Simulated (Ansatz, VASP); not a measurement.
## Two plane-wave programs on C

```
C
1.0
    -1.27370    2.46970    2.10205
     1.27370   -2.46970    2.10205
     1.27370    2.46970   -2.10205
C
4
Cartesian
  0.0000 2.9000 1.4889
  0.0000 0.4303 2.7152
  1.2737 -0.4303 0.6132
  1.2737 2.0394 -0.6132
```

Alike in both runs: functional PBE; k mesh 8 × 8 × 8; occupations gaussian, width 0.1 eV; no spin polarisation.

Ansatz relaxed the structure, and its values are those at the end. VASP's run is a single point on that final structure, the one shown.

|  | VASP | Ansatz |
| --- | --- | --- |
| version | VASP 6.6.1 | Ansatz 0.2.0 |
| potentials or method | VASP PAW PBE potentials, release 64 (C) | scalar-relativistic, plane waves, PAW |
| plane-wave cutoff (eV) | 520 | 420 |
| valence electrons in the cell | 16 | 16 |

Ansatz gave:

| Item | Value |
| --- | --- |
| gap on the k mesh at the Fermi level (eV) | 2.72 |
| least direct gap on the mesh (eV) | 3.96 |
| pressure (GPa) | 0.0 |
| rms of the force components (eV/Å) | 0.000 |

Question: Which values does VASP return?

Answer: gap on the k mesh at the Fermi level (eV): 2.71; least direct gap on the mesh (eV): 3.95; pressure (GPa): 0.5; rms of the force components (eV/Å): 0.010.

The functional is the same, so the differences come from potentials, cutoffs and numerics.
